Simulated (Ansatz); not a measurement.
# ZrO2: how the settings move a single-point run

Question: which choices in the input matter for ZrO2?

Program: Ansatz 0.2.0. Level of theory: reference: DFT, PBE, plane-wave PAW, default files, scalar-relativistic. These are calculated values, not measurements.

### 1 The structure to begin with

It takes space group Fm-3m (No. 225, cubic). Conventional cell: a = 5.090 Å, b = 5.090 Å, c = 5.090 Å, α = 90.00°, β = 90.00°, γ = 90.00°. Zr (site symmetry m-3m) has 8 O at 2.20 Å as nearest neighbours. O (site symmetry -43m) is surrounded by 4 Zr at 2.20 Å.

Coordinates:

```cif
data_structure
_symmetry_space_group_name_H-M 'Fm-3m'
_symmetry_Int_Tables_number 225
_cell_length_a 5.0901
_cell_length_b 5.0901
_cell_length_c 5.0901
_cell_angle_alpha 90.000
_cell_angle_beta 90.000
_cell_angle_gamma 90.000
_cell_volume 131.88
loop_
_atom_site_label
_atom_site_type_symbol
_atom_site_symmetry_multiplicity
_atom_site_Wyckoff_symbol
_atom_site_fract_x
_atom_site_fract_y
_atom_site_fract_z
_atom_site_occupancy
Zr1 Zr 4 a 0.00000 0.00000 0.00000 1
O1 O 8 c 0.25000 0.75000 0.75000 1
```

### 2 Baseline

The input, input.yaml:

```yaml
crystal:
  lattice:
    - [0.0, 2.5450727058, 2.5450727058]
    - [2.5450727058, 0.0, 2.5450727058]
    - [2.5450727058, 2.5450727058, 0.0]
  atoms:
    - { symbol: Zr, position: [0.0, 0.0, 0.0] }
    - { symbol: O, position: [0.25, 0.25, 0.25] }
    - { symbol: O, position: [0.75, 0.75, 0.75] }
kpoints:
  mp_grid: { grid: [6, 6, 6] }
scf:
  occupations: { method: fermi_dirac, width: 0.02 }
hamiltonian:
  xc: pbe
  pseudopotentials: { kind: paw }
output:
  forces: true
  stress: true
  populations: true
  efg:
    quadrupole_moments_barn: { Zr: -0.176, O: -0.02558 }
    contact_densities: true
```

Started as:

```sh
ansatz run input.yaml --threads 1 --pin off --max-ram 2560MiB --backend cpu --events-out ev --progress --plain --runs-dir out
```

### 3 Changed: mp_grid.grid [9, 9, 9]

Edit input.yaml of step 2 so:

```diff
@@ -10,3 +10,3 @@
 kpoints:
-  mp_grid: { grid: [6, 6, 6] }
+  mp_grid: { grid: [9, 9, 9] }
 scf:
```

**Question.** What will these runs give? Wanted: for each run, ending; energy change; pressure; gap; force.

**Answer**, as computed:

| run | ending | energy change | pressure (GPa) | gap (eV) | force (eV/Å) | cycles | time |
| --- | --- | --- | --- | --- | --- | --- | --- |
| reference | converged | 0 | 3.7 | 3.36 | 0.00 | 6 | 2 s |
| 1: mp_grid.grid [9, 9, 9] | converged | +0.1 meV/atom | 3.7 | 3.41 | 0.00 | 6 | 2.5 s |

Residual by cycle in the longest SCF loop of each run; runs are numbered as in the table. The quantity is the density residual dr2, in eV.

```
cycle  reference   run 1
    1     0.0011  0.0011
    2     6.0e-4  6.2e-4
    3     1.8e-5  1.8e-5
    4     1.5e-6  1.5e-6
    5     2.2e-8  1.7e-8
    6     1.6e-9  1.1e-9
```

What this shows: Changing the k-point mesh moves the energy by +0.1 meV/atom, and the gap on the mesh goes from 3.36 to 3.41 eV. The energy is not variational in the mesh, so the sign tells nothing. A gap read on a mesh depends on which points the mesh holds, and a coarse mesh shifts the density too.

The gaps are Kohn-Sham values of a semilocal functional, not quasiparticle or optical gaps. Such gaps usually fall short of the measured ones.
